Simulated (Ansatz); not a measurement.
Structure: CdIn2S4 (started from an entry of an open crystallographic database), at its r2SCAN minimum. The symmetry is Fd-3m (No. 227, cubic); conventional cell a = 10.918 Å, 23.24 Å³ an atom. Cd is surrounded by 4 S at 2.54 Å; In is surrounded by 6 S at 2.63 Å; S is surrounded by 1 Cd at 2.54 Å and 3 In at 2.63 Å.

```cif
data_structure
_symmetry_space_group_name_H-M 'Fd-3m:1'
_symmetry_Int_Tables_number 227
_cell_length_a 10.9176
_cell_length_b 10.9176
_cell_length_c 10.9176
_cell_angle_alpha 90.000
_cell_angle_beta 90.000
_cell_angle_gamma 90.000
_cell_volume 1301.32
loop_
_atom_site_label
_atom_site_type_symbol
_atom_site_symmetry_multiplicity
_atom_site_Wyckoff_symbol
_atom_site_fract_x
_atom_site_fract_y
_atom_site_fract_z
_atom_site_occupancy
Cd1 Cd 8 b 0.00000 0.00000 0.50000 1
In1 In 16 c 0.12500 0.12500 0.12500 1
S1 S 32 e 0.38451 0.88451 0.38451 1
```

4 runs of Ansatz on this cell differ in the functional (and in the settings that go with it). Levels are in eV from each run's valence top; v1 is the last filled band, c1 the first empty one.

Run A, mean stress -3.4 GPa (compression positive):
```tsv
point	v2	v1	c1	c2
Γ	-0.12	-0.12	0.91	1.79
X	-0.13	-0.13	3.09	3.09
U	-0.33	-0.03	3.07	3.21
L	-0.05	-0.05	2.68	2.84
W	-0.23	-0.23	3.23	3.23
```

Run B, mean stress 0.0 GPa (compression positive):
```tsv
point	v2	v1	c1	c2
Γ	-0.12	-0.12	1.77	2.35
X	-0.13	-0.13	3.72	3.72
U	-0.33	-0.03	3.67	3.85
L	-0.05	-0.05	3.34	3.43
W	-0.23	-0.23	3.82	3.82
```

Run C, mean stress -1.2 GPa (compression positive):
```tsv
point	v2	v1	c1	c2
Γ	-0.14	-0.14	3.26	3.81
X	-0.15	-0.15	5.32	5.32
U	-0.35	-0.03	5.29	5.48
L	-0.07	-0.07	4.95	5.02
W	-0.24	-0.24	5.46	5.46
```

Run D, mean stress +1.9 GPa (compression positive):
```tsv
point	v2	v1	c1	c2
Γ	-0.12	-0.12	1.20	2.00
X	-0.13	-0.13	3.27	3.27
U	-0.32	-0.03	3.25	3.39
L	-0.05	-0.05	2.88	3.03
W	-0.22	-0.22	3.40	3.40
```

**Question.** Match the runs to LDA, PBE, r2SCAN, r2SCAN0.

**Answer.** A is LDA, B is r2SCAN, C is r2SCAN0, D is PBE. In order of the gap: LDA 0.91, PBE 1.20, r2SCAN 1.77, r2SCAN0 3.26 eV. The stress vanishes for r2SCAN, which relaxed the cell.

(Simulation; spin polarisation is off.)

Spin-orbit coupling is left out, which matters wherever the heavy atoms make up the band edges.

The stress of a hybrid is loosely converged in these runs.

The meshes of the hybrids are coarse, so their gaps aren't converged to the digits shown.
